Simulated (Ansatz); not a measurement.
# AgCl: the cost of one run

Method: DFT LDA, scalar-relativistic, in Ansatz 0.2.0.

## 1. The system as given

It takes space group Fm-3m (No. 225, cubic). The conventional cell has a = 5.546 Å, b = 5.546 Å, c = 5.546 Å, α = 90.00°, β = 90.00°, γ = 90.00°. Around Ag (site symmetry m-3m) lie 6 Cl at 2.77 Å. Cl (site symmetry m-3m) has 6 Ag at 2.77 Å as nearest neighbours.

Coordinates:

```
CELL_PARAMETERS angstrom
0.00000 2.77315 2.77315
2.77315 0.00000 2.77315
2.77315 2.77315 0.00000
ATOMIC_POSITIONS crystal
Ag 0.50000 0.50000 0.50000
Cl 0.00000 0.00000 0.00000
```

Atoms are numbered in the order of the input: Ag1, Cl2.

## 2. After the deformation

Space group Fm-3m before, I4/mmm after.

## 3. All-electron LAPW

Input file input.yaml:

```yaml
crystal:
  lattice:
    - [0.0, 2.8563445, 2.77315]
    - [2.8563445, 0.0, 2.77315]
    - [2.8563445, 2.8563445, 0.0]
  atoms:
    - { symbol: Ag, position: [0.5, 0.5, 0.5] }
    - { symbol: Cl, position: [0.0, 0.0, 0.0] }
kpoints:
  mp_grid: { grid: [8, 8, 8] }
  band_path:
    path:
      - [0.0, 0.0, 0.0]
      - [0.0, 0.5, 0.5]
      - [0.25, 0.75, 0.5]
      - [0.0, 0.5, 0.0]
      - [0.0, 0.0, 0.0]
      - [0.5, 0.5, 0.0]
      - [0.3826125, 0.6173875, 0.0]
      - [-0.3826125, 0.3826125, 0.0]
      - [0.0, 0.0, 0.0]
    npoints: 5
scf:
  occupations: { method: fermi_dirac, width: 0.02 }
hamiltonian:
  xc: lda
  pseudopotentials: { kind: all_electron, lapw: { basis_error: 0.0005 } }
output:
  forces: true
  stress: true
  eigenvalues: true
```

On the command line:

```sh
$ ansatz run input.yaml --threads 1 --pin off --max-ram 3072MiB --backend cpu --events-out ev --progress --plain --runs-dir out
```

**Question.** How long does this run take on 1 thread of Intel Xeon Platinum 8488C (Sapphire Rapids), shared host, and how much memory does it need?

About 9 s, with a peak of 0.38 GiB.
